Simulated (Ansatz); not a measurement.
## Zone-centre phonons of Si2W at 11 GPa: input and output

Level of theory: DFT PBE, scalar-relativistic, plane waves, PAW in Ansatz 0.2.0.

Launched with:
```bash
ansatz run input.yaml --threads 1 --pin off --max-ram 3072MiB --backend cpu --events-out ev --progress --plain --runs-dir out
```

Input (bare energies are in eV):
```yaml
crystal:
  lattice:
    - [-1.5880871561, 1.5880871561, 3.8852882889]
    - [1.5880871561, -1.5880871561, 3.8852882889]
    - [1.5880871561, 1.5880871561, -3.8852882889]
  atoms:
    - { symbol: Si, position: [0.3337256907, 0.3337256907, 0.0] }
    - { symbol: Si, position: [0.6662743093, 0.6662743093, 0.0] }
    - { symbol: W, position: [0.0, 0.0, 0.0] }
basis:
  ecutwfc: 420
kpoints:
  mp_grid: { grid: [18, 18, 18] }
hamiltonian:
  xc: pbe
scf:
  occupations: { method: fermi_dirac, width: 0.15 }
output:
  eigenvalues: true
phonons:
  method: dfpt
  eigenvectors: true
```

Results section of the output:
```
--- Phonons (Γ-DFPT): 4 representative perturbations + reference, on 865 of 5832 k-points (Σ response iterations 12) ---
  k mesh reduced under 4 symmetry operations, with k and −k counted as one. Each operation leaves every solved displacement unchanged or reverses it
  ASR residual: 4.266e-4 → 0.000e0 eV/Å²; symmetrization residual: 3.116e-7 eV/Å²
  ASR residual per site (eV/Å²): 1.61e-5 1.61e-5 4.27e-4
  Γ frequencies (cm⁻¹): 0.00 0.00 0.00 277.54 277.54 324.26 358.43 358.43 460.28
  non-analytic LO–TO correction: not included (Born effective charges unavailable; polar crystals: no LO–TO splitting at Γ)
```

The run took 4.4 min on 1 thread of Intel(R) Xeon(R) Platinum 8259CL CPU @ 2.50GHz (Skylake/Cascade Lake), with other jobs on the host, peak memory 1.8 GiB.

In a metal, frequencies and elastic constants depend on the k mesh and the smearing, soft modes and shear constants most. Spin–orbit coupling is left out, which can shift energies with elements as heavy as these.